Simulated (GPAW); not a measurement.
A run of GPAW 26.7.0 is set up as follows.

run.py

```python
import json
import numpy as np
from ase.dft.bandgap import bandgap
from ase.io import read, write
from gpaw import GPAW, PW, setup_paths
from gpaw.response.g0w0 import G0W0

setup_paths.insert(0, '.')

atoms = read('POSCAR')

calc = GPAW(mode=PW(550),
            xc='PBEsol',
            kpts={'size': (6, 6, 6), 'gamma': True},
            occupations={'name': 'fermi-dirac', 'width': 0.001},
            nbands=11,
            convergence={'density': 1e-06},
            maxiter=150,
            txt='gpaw.txt')
atoms.calc = calc
energy = atoms.get_potential_energy()
calc.write('gs.gpw')
write('result.traj', atoms)
print(f'Energy: {energy:.6f} eV')
print('Fermi level:', round(calc.get_fermi_level(), 4), 'eV')
print(f'Gap: {bandgap(calc)[0]:.4f} eV, direct: {bandgap(calc, direct=True)[0]:.4f} eV')

calc.diagonalize_full_hamiltonian(nbands=48)
calc.write('full.gpw', mode='all')

ibz = calc.get_ibz_k_points()
gap, vbm, cbm = bandgap(calc, output=None)
gap, direct, _ = bandgap(calc, direct=True, output=None)
gamma = int(np.abs(ibz).sum(1).argmin())
kpts = sorted({gamma, vbm[1], cbm[1], direct[1]})
gw = G0W0(calc='full.gpw',
          filename='gw',
          ecut=100,
          ecut_extrapolation=True,
          relbands=(-2, 2),
          kpts=kpts,
          integrate_gamma='WS',
          ppa=True)
gw.calculate()
results = {mode: {key: np.asarray(r[key]).tolist() for key in ['f', 'eps', 'vxc', 'exx', 'sigma', 'Z', 'qp', 'sigma_eskn']}
           for mode, r in gw.all_results.items()}
json.dump({'kpts': ibz[kpts].tolist(), 'results': results}, open('gw.json', 'w'))
for mode, r in results.items():
    f, qp = np.array(r['f']), np.array(r['qp'])
    print(mode, 'quasiparticle energies (eV):')
    print(qp.round(3))
    print(mode, 'gap:', round(qp[f < 0.5].min() - qp[f > 0.5].max(), 4), 'eV')
```

The input POSCAR:

```
GaN
1.0
    0.0000000000      2.1352350000      2.1352350000
    2.1352350000      0.0000000000      2.1352350000
    2.1352350000      2.1352350000      0.0000000000
Ga N
1 1
Direct
    0.0000000000      0.0000000000      0.0000000000
    0.5000000000      0.5000000000      0.5000000000
```

Potentials or basis: PAW data sets generated in the run's folder for this functional, pw.

Run with:

```console
$ gpaw-setup -x -f PBEsol Ga N
$ OMP_NUM_THREADS=1 python run.py
```

Q: Estimate the quasiparticle gap.

A: 1.64 eV.

Q: What does it give for the least direct quasiparticle gap?

A: 3.46 eV.

Q: Predict the band gap on the k mesh, mean-field level.

A: 0.28 eV, indirect (least direct gap 2.24 eV).

Caveat: the k mesh is coarse (spacing up to 0.42 Å⁻¹), so the values aren't converged; the extrapolation in the response cutoff is poor; the quasiparticle gap is taken among the few k points that were corrected; the long-wavelength limit can be off by a per cent or two. A k mesh can miss the band edges.
